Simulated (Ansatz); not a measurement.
Thermal properties of TiAl₃ from its phonons

Method: Ansatz 0.2.0, DFT PBE, scalar-relativistic, plane waves, PAW. Plane waves to 420 eV; Γ-centred k mesh 12×12×8; Fermi-Dirac smearing of 0.15 eV. No spin polarisation. Phonons by linear response, acoustic sum rule imposed.

The cell, relaxed at this level:
```
Ti Al
1.0
     5.58566    0.00000    0.00000
    -2.79283    4.83732    0.00000
     0.00000    0.00000    4.71000
Ti Al
2 6
Direct
  0.33333 0.66667 0.75000
  0.66667 0.33333 0.25000
  0.83429 0.66858 0.75000
  0.16571 0.33142 0.25000
  0.33142 0.16571 0.75000
  0.66858 0.83429 0.25000
  0.16571 0.83429 0.25000
  0.83429 0.16571 0.75000
```

The cell was found from a structure generator's guess, not taken from experiment. In a metal, frequencies and elastic constants depend on the k mesh and the smearing, soft modes and shear constants most.

Force constants from linear response on a 2×2×2 q mesh, interpolated to a fine mesh.

Phonon density of states, in bins of 10 cm⁻¹:
(bin centre (cm⁻¹), share of modes (%)): (5, 0.0), (15, 0.0), (25, 0.0), (35, 0.1), (45, 0.1), (55, 0.2), (65, 0.2), (75, 0.3), (85, 0.4), (95, 0.6), (105, 0.8), (115, 1.2), (125, 2.0), (135, 2.4), (145, 2.4), (155, 2.1), (165, 4.7), (175, 3.0), (185, 3.7), (195, 4.3), (205, 7.2), (215, 4.0), (225, 6.3), (235, 5.9), (245, 5.0), (255, 3.9), (265, 4.5), (275, 4.3), (285, 3.0), (295, 4.7), (305, 3.4), (315, 3.7), (325, 6.2), (335, 6.3), (345, 2.8), (355, 0.2)

Question: What is the zero-point energy per atom?

Answer: 44.3 meV.

Question: How large are the vibrational entropy and heat capacity at 300 K?

Answer: S = 2.91 k_B and C_V = 2.68 k_B per atom, 89 % of the Dulong–Petit value.

Question: Tabulate them against temperature.

Answer:
```tsv
T (K)	F_vib (meV/atom)	S (k_B/atom)	C_V (k_B/atom)
100	42.8	0.60	1.29
200	32.0	1.89	2.34
300	11.1	2.91	2.68
400	-17.6	3.70	2.81
500	-52.3	4.34	2.88
600	-92.0	4.87	2.91
700	-136.0	5.32	2.94
800	-183.5	5.71	2.95
900	-234.3	6.06	2.96
1000	-287.8	6.37	2.97
```
